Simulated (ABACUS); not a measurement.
Ge in ABACUS: the effect of exact exchange share

Crystal: Ge.

```
CELL_PARAMETERS angstrom
0.00000 2.82891 2.82891
2.82891 0.00000 2.82891
2.82891 2.82891 0.00000
ATOMIC_POSITIONS crystal
Ge 0.75000 0.75000 0.75000
Ge 0.50000 0.50000 0.50000
```

Alike in all runs:

* Program: ABACUS 3.10.1
* Task: single point
* Potentials or basis: SG15 ONCV 1.2 PBE
* Cutoff: 1361 eV
* Density cutoff: 5442 eV
* Basis: DZP LCAO (the cutoffs set its grid)
* k mesh: 4 × 4 × 4
* Occupations: fermi-dirac, width 0.05 eV
* Spin: no spin polarisation

```csv
exact exchange share,functional,gap on the mesh (eV)
0.1,PBE0-type (share 0.1),0.72
0.25,PBE0-type (share 0.25),1.62
0.4,PBE0-type (share 0.4),?
```

Problem. What does the run with exact exchange share 0.4 give?

Solution. gap on the mesh 2.58 eV.

Caveats: all runs use coarse meshes; the atomic orbitals were generated for these runs and aren't a published set; gaps of hybrids in this basis differ from plane-wave ones by up to 0.1 eV; the basis of atomic orbitals isn't converged, which shifts pressures, moduli and gaps.

A k mesh can miss the band edges.

Runs at the PBE level aren't shown here.
